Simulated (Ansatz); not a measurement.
Crystal: InPd.

```
In Pd
1.0
     3.27188    0.00000    0.00000
     0.00000    3.27188    0.00000
     0.00000    0.00000    3.27188
In Pd
1 1
Direct
  0.00000 0.00000 0.00000
  0.50000 0.50000 0.50000
```

The cell comes from a database or a generator and needn't be the stable form of this composition.

* Program: Ansatz 0.2.0
* Task: single point
* Functional: PBEsol
* Potentials or basis: all-electron LAPW, scalar-relativistic
* Cutoff: 250 eV (chosen from the basis error)
* Basis error allowed: 0.001 eV/atom
* k mesh: 8 × 8 × 8
* Occupations: fermi-dirac, width 0.05 eV
* Spin: no spin polarisation

On this cell: pressure -3.0 GPa; largest force zero by symmetry; band gap on the k mesh none (metal or under the smearing width).

The same run follows on a disturbed copy (atoms moved at random, drawn with an rms of 0.05 Å):

```
CELL_PARAMETERS angstrom
3.27188 0.00000 0.00000
0.00000 3.27188 0.00000
0.00000 0.00000 3.27188
ATOMIC_POSITIONS crystal
In 0.99323 0.00032 0.00838
Pd 0.48910 0.50688 0.49185
```

**Question.** What changes?

**Answer.** The energy (extrapolated to zero smearing) moves by +3.3 meV/atom; pressure -2.8 GPa; largest force 0.223 eV/Å; band gap on the k mesh none (metal or under the smearing width).

Forces on the atoms (eV/Å):
```
In  -0.051  0.081 -0.201
Pd   0.051 -0.081  0.201
```

Stress tensor (GPa, compression positive):
```
-2.77 -0.03  0.07
-0.03 -2.78 -0.11
 0.07 -0.11 -2.87
```
